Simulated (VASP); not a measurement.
Runs of VASP 6.6.1 on SnO2 (Cassiterite). Symmetry: P4_2/mnm, No. 136, tetragonal system. The conventional cell has a = 4.738 Å, b = 4.738 Å, c = 3.187 Å, α = 90.00°, β = 90.00°, γ = 90.00°. Sn (site symmetry mmm) has 6 O at 2.05 to 2.06 Å as nearest neighbours. Around O (site symmetry m2m) lie 3 Sn at 2.05 to 2.06 Å. 

| level | potentials or basis | gap on the mesh (eV) | pressure (GPa) | relaxed volume (Å³/atom) | largest force (eV/Å) |
| --- | --- | --- | --- | --- | --- |
| RPBE | VASP PAW PBE potentials, release 64 (Sn_d, O) | (c) | 0.0 | 12.91 | - |
| AM05 | VASP PAW PBE potentials, release 64 (Sn_d, O) | (b) | 0.0 | 12.22 | 0.01 |
| PBEsol | VASP PAW PBE potentials, release 64 (Sn_d, O) | 0.89 | 0.0 | 12.20 | 0.01 |
| LDA | VASP PAW LDA potentials, release 64 (Sn_d, O) | 1.15 | 0.0 | 11.90 | 0.01 |
| r2SCAN | VASP PAW PBE potentials, release 64 (Sn_d, O) | 1.74 | 0.0 | 12.13 | 0.01 |
| PBE | VASP PAW PBE potentials, release 64 (Sn_d, O) | (a) | 0.0 | 12.61 | - |
| PBE+D3(BJ) | VASP PAW PBE potentials, release 64 (Sn_d, O) | 0.80 | 0.1 | 12.39 | - |

Alike in all rows: task relaxation of cell and atoms; no spin polarisation; cell relaxed; k mesh 6 × 6 × 8; cutoff (eV) 600; smearing gaussian 0.03 eV.

**Question.** Fill in the values left out.

**Answer.** (a) 0.64; (b) 0.94; (c) 0.51.

Caveats: spin-orbit coupling is left out, which moves the levels of the heavy elements; the PAW data sets were made with another functional, which shifts forces and pressure a little (some runs).

A k mesh can miss the band edges, and the runs leave out spin-orbit coupling on Sn.

Not every run made on this cell is shown here.
